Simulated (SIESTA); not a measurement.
The system is HfC.

```
CELL_PARAMETERS angstrom
3.34287 0.00000 0.00000
-1.67143 2.89501 0.00000
0.00000 0.00000 5.20271
ATOMIC_POSITIONS crystal
Hf 0.33333 0.66667 0.25000
Hf 0.66667 0.33333 0.75000
C 0.00000 0.00000 0.50000
C 0.00000 0.00000 0.00000
```

The cell comes from a database or a generator and needn't be the stable form of this composition.

* Program: SIESTA 5.4.2
* Task: single point
* Functional: PBE
* Potentials or basis: PseudoDojo 0.4 standard (PBE files)
* Basis: DZP (energy shift 0.003 Ry; two zetas on semicore shells)
* Grid cutoff: 800 Ry
* Energy shift: 0.003 Ry
* k mesh: 9 × 9 × 5
* Occupations: fermi-dirac, width 0.05 eV
* Spin: no spin polarisation

On this cell: pressure 1.9 GPa; largest force under 0.003 eV/Å; band gap on the k mesh none (metal or under the smearing width).

The same run follows on a disturbed copy (atoms moved at random, drawn with an rms of 0.05 Å):

```
CELL_PARAMETERS angstrom
3.34287 0.00000 0.00000
-1.67143 2.89501 0.00000
0.00000 0.00000 5.20271
ATOMIC_POSITIONS crystal
Hf 0.33878 0.66655 0.25622
Hf 0.67665 0.34244 0.74911
C 0.00969 0.00677 0.49964
C 0.00129 0.99478 0.00306
```

**Question.** What does the disturbed cell give?

**Answer.** The energy (extrapolated to zero smearing) moves by +5.1 meV/atom; pressure 2.0 GPa; largest force 0.693 eV/Å; band gap on the k mesh none (metal or under the smearing width).

Forces in eV/Å, atoms in the order of the input:
```
Hf  -0.022  0.043 -0.663
Hf  -0.014 -0.373  0.584
C   -0.020 -0.006  0.179
C    0.056  0.337 -0.099
```

Stress tensor (GPa, compression positive):
```
 1.18  0.00 -0.01
 0.00  1.13 -0.09
-0.01 -0.09  3.71
```

Caveats: short orbitals over semicore shells can move pressures by several GPa; the basis of atomic orbitals isn't converged, which shifts pressures, moduli and gaps.
